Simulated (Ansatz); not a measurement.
**2H-MoTe2 monolayer in a perpendicular field**

Aim: how the 2H-MoTe2 monolayer screens a field along its normal, and what the field does to its bands. A positive field points along +c.

Method: plane-wave DFT, PBE-D4, Ansatz PAW, in Ansatz 0.2.0.

Experimental background.

For MoTe2, 1H hexagonal monolayer (MBE-grown monolayer on HOPG, 1H domain, 9 K), “Electronic Janus lattice and kagome-like bands in coloring-triangular MoTe2 monolayers” (2023, pmc:10562484) gives, by scanning tunneling spectroscopy: band gap (quasiparticle gap from dI/dV spectrum) about 1.9 eV [STS gap of a monolayer on a substrate (screening reduces the gap); 1H regions contain …].

**1. Starting point**

The cell holds 3 atoms: 2 Te and 1 Mo. Cell: a = 3.550 Å, b = 3.550 Å, c = 21.774 Å, α = 90.0°, β = 90.0°, γ = 120.0°. Vacuum lies along c.

As a file:

```cif
data_structure
_symmetry_space_group_name_H-M 'P 1'
_symmetry_Int_Tables_number 1
_cell_length_a 3.5500
_cell_length_b 3.5500
_cell_length_c 21.7741
_cell_angle_alpha 90.000
_cell_angle_beta 90.000
_cell_angle_gamma 120.000
_cell_volume 237.64
loop_
_atom_site_label
_atom_site_type_symbol
_atom_site_fract_x
_atom_site_fract_y
_atom_site_fract_z
_atom_site_occupancy
Te1 Te 0.33333 0.66667 0.41334 1
Mo2 Mo 0.00000 0.00000 0.50000 1
Te3 Te 0.33333 0.66667 0.58666 1
```

**2. Relaxing the slab**

The starting cell is a guess, so the in-plane lattice and the atoms are relaxed first, with the slab cut off from its images along the normal. The program lengthens the vector along the normal by itself, so c and the volume that it reports differ from the typed ones.

input.yaml

```yaml
crystal:
  lattice:
    - [3.55, 0.0, 0.0]
    - [-1.775, 3.0743901834, 0.0]
    - [0.0, 0.0, 21.7741026306]
  atoms:
    - { symbol: Te, position: [0.3333333333, 0.6666666667, 0.4133350592] }
    - { symbol: Mo, position: [0.0, 0.0, 0.5] }
    - { symbol: Te, position: [0.3333333333, 0.6666666667, 0.5866649408] }
  periodic: [true, true, false]
kpoints:
  mp_grid: { grid: [12, 12, 1] }
hamiltonian:
  xc: pbe
  dispersion: d4
scf:
  occupations: { method: fermi_dirac, width: 0.05 }
  convergence: { dr2_threshold: 1.0e-09 }
relax:
  f_tol: 0.004
  max_steps: 90
  cell: {}
output:
  write_potential: true
  write_density: true
  volumetric_format: npy
```

Launch:

```
ansatz run input.yaml --threads 2 --pin off --max-ram 3072MiB --backend cpu --events-out ev --progress --plain --runs-dir out
```

Then come: single point, field 0; atoms held, field 0.03 V/Å; atoms held, field -0.03 V/Å; single point, field 0.15 V/Å; atoms held, field 0.25 V/Å; atoms held, field -0.25 V/Å; response, atoms held; varying the input; varying the input: efield.ramp_width = 0.15 and efield.amplitude = -0.05. Settings of the main run: cutoff 420 eV, 18×18×1 k-mesh, smearing width 0.05 eV, 1 layers, stack 2H-MoTe2 monolayer.

Before running: what should come out for the gap without field; and equivalent conductor thickness, atoms held?

The induced dipole equals that of a perfect conductor 6.33 Å thick, while the outer atoms lie 3.63 Å apart; an out-of-plane ε follows only once a thickness t is chosen, by 1 − 1/ε = 6.33 Å / t. The gap stays within 0.01 eV of 1.19 eV over the fields run, up to 0.25 V/Å in size. The measured quasiparticle gap below is for a layer on a substrate, whose screening lowers it, so a free-standing Kohn-Sham gap can come near it by a cancelling of errors.

* gap without field: 1.19 eV
* ionisation energy, upper face: 4.83 eV
* electron affinity, upper face: 3.64 eV
* equivalent conductor thickness, atoms held: 6.33 Å

Semilocal functionals give gaps that are too small, and excitons are not included. Spin-orbit coupling is left out, which matters for the bands of elements this heavy.

Comparison with the measured values:

| quantity | measured | PBE D4 |
| --- | --- | --- |
| band gap (quasiparticle gap from dI/dV spectrum, monolayer on a substrate) (eV) | 1.9 | 1.19 (-0.71 eV) |

Measured values from pmc:10562484 (2023).

**Verdict.** The band gap is off by -0.71 eV. Local and semilocal functionals usually give gaps below the measured ones. Spin-orbit coupling, left out here, can change the gap with such heavy elements. Zero-point and thermal motion shift the measured gap.

[Logs are printed without paths, hosts, clocks, repeated set-up lines and the standing remarks that a program may print on its own settings, such as how far it seeks lower states.]

[Hosts, paths, dates, database ids (printed as entryN), source tags and the programs' standing remarks are cut or masked in the printed files.]

[Maps of the electrostatic potential energy from Ansatz leave out the sawtooth potential of an applied field or a dipole correction, so their vacuum need not be flat; planar profiles and work functions include it.]
